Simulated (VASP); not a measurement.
# C (C2/m) in VASP: notebook

Runs on C. Level: PBEsol. Tasks: single point.

All numbers are computed with VASP 6.6.1; they aren't measurements. Logs are shortened: lines on timing, memory, paths and dates and some standing lists are left out, and cuts for length are marked.

### Step 1. The structure

It takes space group C2/m (No. 12, monoclinic). Conventional cell: a = 4.255 Å, b = 2.457 Å, c = 3.765 Å, α = 90.00°, β = 111.49°, γ = 90.00°. C (site symmetry m) is surrounded by 3 C at 1.42 Å.

This is a stacking variant of graphite.

### Step 2. Single point, PBEsol

INCAR

```
  PREC = Accurate
  ENCUT = 460
  EDIFF = 1E-6
  ISMEAR = 0
  SIGMA = 0.2
  LREAL = F
  LASPH = T
  NELM = 100
  ALGO = Normal
  ISIF = 2
  LWAVE = F
  LCHARG = F
  GGA = PS
  ADDGRID = F
```

KPOINTS

```
regular mesh
0
Gamma
  6 6 4
```

POSCAR

```
C
1.0
    2.1273203072     -1.2282824400      0.0000000000
    2.1273203072      1.2282824400      0.0000000000
   -1.3790696309      0.0000000000      3.5028300786
C
2
Direct
    0.1666444700      0.1666444700      0.9999069600
    0.8333555300      0.8333555300      0.0000930400
```

Potentials or basis: VASP PAW PBE potentials, release 64 (C).

Launch:

```console
cat potpaw_PBE.64/C/POTCAR > POTCAR
mpirun -np 1 vasp_std > vasp.out
```

OUTCAR:

```text
PREC = Accurate
   ENCUT = 460
   EDIFF = 1E-6
   ISMEAR = 0
   LREAL = F
   LASPH = T
   NELM = 100
   ISIF = 2
   GGA = PS

 Found     47 irreducible k-points:

 Following reciprocal coordinates:
            Coordinates               Weight
  0.000000  0.000000  0.000000      1.000000
  0.166667  0.000000 -0.000000      4.000000
  0.333333  0.000000  0.000000      4.000000
  0.500000  0.000000  0.000000      2.000000
  0.166667  0.166667 -0.000000      2.000000
  0.333333  0.166667  0.000000      4.000000
   k-points           NKPTS =     47   k-points in BZ     NKDIM =     47   number of bands    NBANDS=      8
   number of dos      NEDOS =    301   number of ions     NIONS =      2
   total plane-waves  NPLWV =   9072
   dimension x,y,z NGX =    18 NGY =   18 NGZ =   28
   dimension x,y,z NGXF=    36 NGYF=   36 NGZF=   56
   ions per type =               2
   NGX,Y,Z   is equivalent  to a cutoff of  12.18, 12.18, 12.37 a.u.
   NGXF,Y,Z  is equivalent  to a cutoff of  24.36, 24.36, 24.73 a.u.
 SYSTEM =  unknown system
   PREC   = accura    normal or accurate (medium, high low for compatibility)
   ISTART =      0    job   : 0-new  1-cont  2-samecut
   ICHARG =      2    charge: 1-file 2-atom 10-const
   ISPIN  =      1    spin polarized calculation?
   LNONCOLLINEAR =      F non collinear calculations
   LSORBIT =      F    spin-orbit coupling
   LASPH  =      T    aspherical Exc in radial PAW
   ENCUT  =  460.0 eV  33.81 Ry    5.81 a.u.   4.30  4.30  6.58*2*pi/ulx,y,z
   NELM   =    100;   NELMIN=  2; NELMDL= -5     # of ELM steps
   EDIFF  = 0.1E-05   stopping-criterion for ELM
   LREAL  =      F    real-space projection
   EDIFFG = 0.1E-04   stopping-criterion for IOM
   NSW    =      0    number of steps for IOM
   IBRION =     -1    ionic relax: 0-MD 1-quasi-New 2-CG
   NFREE  =      0    steps in history (QN), initial steepest desc. (CG)
   ISIF   =      2    stress and relaxation
   ISYM   =      2    0-nonsym 1-usesym 2-fastsym
   POTIM  = 0.5000    time-step for ionic-motion
   TEBEG  =    0.0;   TEEND  =   0.0 temperature during run
   PSTRESS=    0.0 pullay stress
   NELECT =       8.0000    total number of electrons
   NUPDOWN=      -1.0000    fix difference up-down
   EMIN   =  10.00;   EMAX   =-10.00  energy-range for DOS
   EFERMI =   0.00;   METHOD = LEGACY
   ISMEAR =     0;   SIGMA  =   0.20  broadening in eV -4-tet -1-fermi 0-gaus
   EFERMI_NEDOS =   21; number of points for ismear=-14 and -15
   IALGO  =     38    algorithm
   IMIX   =      4    mixing-type and parameters
     AMIX     =   0.40;   BMIX     =  1.00
     AMIX_MAG =   1.60;   BMIX_MAG =  1.00
  volume/ion in A,a.u.               =       9.15        61.77
  Fermi-wavevector in a.u.,A,eV,Ry     =   1.242352  2.347705 20.999765  1.543439
  Thomas-Fermi vector in A             =   2.376710
   LORBIT       =      0    0 simple, 1 ext, 2 COOP (PROOUT), +10 PAW based schemes
   GGA     = PS    functional components
   LHFCALC =     F    Hartree Fock is set to
   AEXX    =    0.0000 exact exchange contribution
   IVDW    =     0    specifies the selected vdW correction
   LEPSILON=     F    determine dielectric tensor
   LRPA    =     F    only Hartree local field effects (RPA)
 non-spin polarized calculation
 Gauss-broadening in eV      SIGMA  =   0.20
  energy-cutoff  :      460.00
  volume of cell :       18.31
 maximum number of plane-waves:       424
 NGX is ok and might be reduce to    18
   NGX =  9   NGY =  9   NGZ = 13

 number of electron       8.0000000 magnetization

 Free energy of the ion-electron system (eV)
  ---------------------------------------------------
  ext. energy  EPLUGINS =         0.00000000
  ---------------------------------------------------
  free energy    TOTEN  =       -19.26047642 eV

  energy without entropy =      -19.25824888  energy(sigma->0) =      -19.25936265

 E-fermi :   4.2907     XC(G=0): -10.2692

 val. band max:        4.0561681635   @ k =  -0.3333   0.3333   0.0000
 cond. band min:       4.5324731151   @ k =  -0.3333   0.3333   0.5000
 fundamental gap:      0.4763049516
 Fermi energy:         4.2906939956

 k-point     1 :       0.0000    0.0000    0.0000
  band No.  band energies     occupation
      1     -15.3785      2.00000
      2      -2.5788      2.00000
      3       1.3107      2.00000
      4       1.3140      2.00000
      5       7.9843      0.00000
      6      12.6860      0.00000
      7      12.6885      0.00000
      8      15.8320      0.00000

 k-point     2 :       0.1667    0.0000   -0.0000
  band No.  band energies     occupation
      1     -14.7088      2.00000
      2      -1.8709      2.00000
      3      -0.9903      2.00000
      4       0.1656      2.00000
      5       8.9288      0.00000
      6      12.7494      0.00000
      7      13.7077      0.00000
      8      15.2615      0.00000

 k-point     3 :       0.3333    0.0000    0.0000
  band No.  band energies     occupation
      1     -12.7358      2.00000
      2      -5.3372      2.00000
      3      -1.4662      2.00000
      4       0.1550      2.00000
      5       9.3075      0.00000
      6      11.6669      0.00000
      7      12.3027      0.00000
      8      19.8439      0.00000

 k-point     4 :       0.5000    0.0000    0.0000
  band No.  band energies     occupation
      1      -9.9829      2.00000
      2      -9.0376      2.00000
      3      -2.1075      2.00000
      4       2.2094      2.00000
      5       6.2456      0.00000
      6      11.9096      0.00000
      7      15.7645      0.00000
      8      16.2213      0.00000

 k-point     5 :       0.1667    0.1667   -0.0000
  band No.  band energies     occupation
      1     -14.6922      2.00000
      2      -2.0226      2.00000
      3      -0.9722      2.00000
      4       0.1509      2.00000
      5       9.2834      0.00000
      6      12.7009      0.00000
      7      13.6431      0.00000
      8      15.2608      0.00000

 k-point     6 :       0.3333    0.1667    0.0000
  band No.  band energies     occupation
      1     -13.3587      2.00000
      2      -3.4213      2.00000
      3      -2.1298      2.00000
      4      -0.7416      2.00000
      5      10.6588      0.00000
      6      11.4086      0.00000
      7      14.4097      0.00000
      8      16.0721      0.00000

 [... further k-points ...]

------------------------ aborting loop because EDIFF is reached ----------------------------------------

  FORCE on cell =-STRESS in cart. coord.  units (eV):
  Direction    XX          YY          ZZ          XY          YZ          ZX
  --------------------------------------------------------------------------------------
  -------------------------------------------------------------------------------------
  Total        0.3010880      0.2821542     -0.1130753      0.0000000      0.0000000     -0.0055071
  in kB       26.3526182     24.6954463     -9.8968720      0.0000000      0.0000000     -0.4820101
  external PRESSURE =      13.7170642 kB  Pullay stress =       0.0000000 kB

 VOLUME and BASIS-vectors are now :
 -----------------------------------------------------------------------------
  energy-cutoff  :      460.00
  volume of cell :       18.31
      direct lattice vectors                 reciprocal lattice vectors
     2.127320307 -1.228282440  0.000000000     0.235037478 -0.407072497  0.092534619
     2.127320307  1.228282440  0.000000000     0.235037478  0.407072497  0.092534619
    -1.379069631  0.000000000  3.502830079     0.000000000  0.000000000  0.285483446

 POSITION                                       TOTAL-FORCE (eV/Angst)
 -----------------------------------------------------------------------------------
     -0.66993      0.00000      3.50250         0.002082      0.000000     -0.047512
      3.54550      0.00000      0.00033        -0.002082      0.000000      0.047512
 -----------------------------------------------------------------------------------
    total drift:                               -0.000000     -0.000000      0.000000

  FREE ENERGIE OF THE ION-ELECTRON SYSTEM (eV)
  ---------------------------------------------------
  free  energy   TOTEN  =       -19.2604764241 eV

  energy  without entropy=      -19.2582488779  energy(sigma->0) =      -19.25936265
```

It used 3.7 s of CPU time on 1 thread of Intel(R) Xeon(R) Platinum 8488C (Sapphire Rapids) (shared host), which was overloaded at the time.

These settings aren't checked as converged: the numbers below hold their error.

What came out:

| Quantity | Value |
| --- | --- |
| Free energy | -19.2605 eV |
| Pressure | 1.4 GPa |
| Largest force | 0.048 eV/Å |
| Band gap on the k mesh | 0.48 eV, indirect (least direct gap 0.50 eV) |

Caveat: the k mesh is coarse (spacing up to 0.50 Å⁻¹), so the values aren't converged; the cutoff is under 1.25 times the usual one of these potentials, so pressure, stress and relaxed cells hold a basis-set (Pulay) error; the PAW data sets were made with another functional, which shifts forces and pressure a little; this functional lacks dispersion, which binds the layers, so the pressure and a relaxed spacing across them are unreliable.

### Step 3. Single point, PBEsol

Changes to INCAR since step 2:

```diff
@@ -4,3 +4,3 @@
   ISMEAR = 0
-  SIGMA = 0.2
+  SIGMA = 0.1
   LREAL = F
```

KPOINTS is that of step 2.

POSCAR is that of step 2.

Potentials or basis: VASP PAW PBE potentials, release 64 (C).

Launch:

```console
cat potpaw_PBE.64/C/POTCAR > POTCAR
mpirun -np 1 vasp_std > vasp.out
```

It used 5 s of CPU time on 1 thread of Intel(R) Xeon(R) Platinum 8488C (Sapphire Rapids) (shared host), which was overloaded at the time.

The run converged, but some of its settings lie outside the range that counts as converged, so its numbers aren't taken as properties of the crystal.

Results:

```yaml
Free_energy: -19.2601 eV
Pressure: 1.3 GPa
Largest_force: 0.052 eV/Å
Band_gap_on_the_k_mesh: 0.48 eV, indirect (least direct gap 0.50 eV)
```

Caveat: the k mesh is coarse (spacing up to 0.50 Å⁻¹), so the values aren't converged; the cutoff is under 1.25 times the usual one of these potentials, so pressure, stress and relaxed cells hold a basis-set (Pulay) error; the PAW data sets were made with another functional, which shifts forces and pressure a little; this functional lacks dispersion, which binds the layers, so the pressure and a relaxed spacing across them are unreliable.

### Step 4. Single point, PBEsol

Changes to INCAR since step 3:

```diff
@@ -4,3 +4,3 @@
   ISMEAR = 0
-  SIGMA = 0.1
+  SIGMA = 0.01
   LREAL = F
```

KPOINTS is that of step 3.

POSCAR is that of step 3.

Launch:

```console
cat potpaw_PBE.64/C/POTCAR > POTCAR
mpirun -np 1 vasp_std > vasp.out
```

It used 3.3 s of CPU time on 1 thread of Intel(R) Xeon(R) Platinum 8488C (Sapphire Rapids) (shared host), which was overloaded at the time.

The run converged, but some of its settings lie outside the range that counts as converged, so its numbers aren't taken as properties of the crystal.

Results:

| Item | Value |
| --- | --- |
| Free energy | -19.2601 eV |
| Pressure | 1.3 GPa |
| Largest force | 0.052 eV/Å |
| Band gap on the k mesh | 0.48 eV, indirect (least direct gap 0.50 eV) |

Caveat: the k mesh is coarse (spacing up to 0.50 Å⁻¹), so the values aren't converged; the cutoff is under 1.25 times the usual one of these potentials, so pressure, stress and relaxed cells hold a basis-set (Pulay) error; the PAW data sets were made with another functional, which shifts forces and pressure a little; this functional lacks dispersion, which binds the layers, so the pressure and a relaxed spacing across them are unreliable.

### Step 5. Single point, PBEsol

Changes to INCAR since step 4:

```diff
@@ -1,2 +1,2 @@
-  PREC = Accurate
+  PREC = Low
   ENCUT = 460
@@ -4,3 +4,3 @@
   ISMEAR = 0
-  SIGMA = 0.01
+  SIGMA = 0.05
   LREAL = F
```

KPOINTS is that of step 4.

POSCAR is that of step 4.

Launch:

```console
cat potpaw_PBE.64/C/POTCAR > POTCAR
mpirun -np 1 vasp_std > vasp.out
```

It used 1.9 s of CPU time on 1 thread of Intel(R) Xeon(R) Platinum 8488C (Sapphire Rapids) (shared host), which was overloaded at the time.

These settings aren't checked as converged: the numbers below hold their error.

What came out:

```yaml
Free_energy: -19.2605 eV
Pressure: 1.4 GPa
Largest_force: 0.052 eV/Å
Band_gap_on_the_k_mesh: 0.48 eV, indirect (least direct gap 0.50 eV)
```

Caveat: the k mesh is coarse (spacing up to 0.50 Å⁻¹), so the values aren't converged; the cutoff is under 1.25 times the usual one of these potentials, so pressure, stress and relaxed cells hold a basis-set (Pulay) error; the PAW data sets were made with another functional, which shifts forces and pressure a little; this functional lacks dispersion, which binds the layers, so the pressure and a relaxed spacing across them are unreliable.

### Step 6. The reference run

An earlier run on the cell as given: functional PBE; potentials or basis VASP PAW PBE potentials, release 64 (C); cutoff 520 eV; k mesh 13 × 13 × 8; occupations fermi-dirac, width 0.05 eV; no spin polarisation.

* Pressure: 4.2 GPa
* Largest force: 0.005 eV/Å
* Band gap on the k mesh: 0.93 eV, indirect (least direct gap 0.94 eV)
